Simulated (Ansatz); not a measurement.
**ZnS: where the heat goes in a short trajectory**

Theory: Ansatz, DFT PBE, scalar-relativistic, plane waves, PAW. Cutoff 420 eV, shifted (0.5, 0.5, 0.0 steps) 2×2×1 k-points, Fermi–Dirac smearing of 0.069 eV. The mesh is coarse. No spin polarisation.

18 atoms start on the lattice sites below (V = 359.0 Å³, 1.02 times the source cell's; static pressure 0.72 GPa, largest force component 0.04 eV/Å) with velocities drawn for 800 K; Langevin thermostat aiming at the same temperature, fixed cell, 54 steps of 3 fs.

```
Zn S
1.0
     0.00000   -6.63609    0.00000
     5.74702   -3.31805    0.00000
     0.00000   -2.21203    9.41388
Zn S
9 9
Direct
  0.66670 0.66667 0.99991
  0.33336 0.33333 0.99991
  0.00003 0.00000 0.99991
  0.44440 0.66667 0.66681
  0.11106 0.33333 0.66681
  0.77773 0.00000 0.66681
  0.22205 0.66667 0.33384
  0.88872 0.33333 0.33384
  0.55539 0.00000 0.33384
  0.58340 0.66667 0.24980
  0.25007 0.33333 0.24980
  0.91673 0.00000 0.24980
  0.13882 0.66667 0.58353
  0.80549 0.33333 0.58353
  0.47216 0.00000 0.58353
  0.36130 0.66667 0.91609
  0.02797 0.33333 0.91609
  0.69464 0.00000 0.91609
```

```
t (fs) T (K) kinetic energy (meV/atom) potential energy over the first frame (meV/atom) P with the kinetic part (GPa)
   0.0    756                       97.7                                               0.0                           1.25
   9.0    759                       98.1                                              17.1                           1.54
  18.0    769                       99.4                                              43.8                           2.00
  27.0    790                      102.1                                              66.0                           2.45
  36.0    728                       94.1                                              89.2                           2.87
  45.0    747                       96.5                                              93.6                           2.85
  54.0    565                       73.1                                             108.9                           2.81
  63.0    628                       81.2                                             113.2                           2.92
  72.0    704                       91.1                                              98.7                           2.71
  81.0    925                      119.6                                              81.0                           2.46
  90.0    770                       99.6                                              82.9                           2.36
  99.0    843                      109.0                                              87.0                           2.56
 108.0    771                       99.7                                              80.3                           2.40
 117.0    727                       93.9                                              67.1                           2.01
 126.0    772                       99.8                                              62.7                           1.81
 135.0    994                      128.5                                              66.5                           1.89
 144.0    655                       84.7                                              78.6                           1.79
 153.0    480                       62.0                                              88.0                           1.85
 162.0    470                       60.8                                              92.3                           1.97
```

T counts 3N degrees of freedom. Means over every step of the second half, not only the rows shown: T = 773 K, kinetic energy 99.9 meV/atom, potential energy 77.9 meV/atom, P = 2.12 GPa.

Question: Does the potential energy follow equipartition for harmonic vibrations?

Answer: In a harmonic crystal each vibration holds as much potential as kinetic energy on average; T is counted on all 3N degrees of freedom here, and the thermostat also drives the centre of mass, which has no potential energy, so the share is (N − 1)/N of the kinetic energy, 94.4 meV/atom. The run has 77.9, a ratio of 0.83. That is near one, as for a crystal vibrating about its sites. So short a run gives a rough mean.

Question: Split the rise of pressure into the kinetic part and the rest. Can a thermal Grüneisen parameter be estimated?

Answer: The program counts the kinetic part as N k_B T/V = 0.54 GPa. The pressure lies 1.39 GPa over the static one in all, so the forces add 0.86 GPa. For a harmonic mode with ω ∝ V^(−γ) and an amplitude that scales with the cell, the forces add (2γ − 2/3)U/V, which needs no equipartition; when U equals the kinetic energy K, this and the kinetic part 2K/(3V) sum to the Mie–Grüneisen γE_th/V. With U = N × 77.9 meV, γ = 1/3 + V ΔP_forces/(2U) = 1.02, for harmonic vibrations a mean over the modes weighted by their potential energy, for uniform scaling of the cell (in a layered or otherwise anisotropic crystal this differs from γ under hydrostatic pressure). Most solids fall between 1 and 3, and tetrahedral, framework and layered ones often lower; anharmonic motion and pressure swings in a cell of 18 atoms make this value uncertain by tenths or more. The mean pressure differs by 0.5 GPa between the two halves of this window, worth 0.4 in γ, so slow motion isn't averaged out and the value is a rough guess.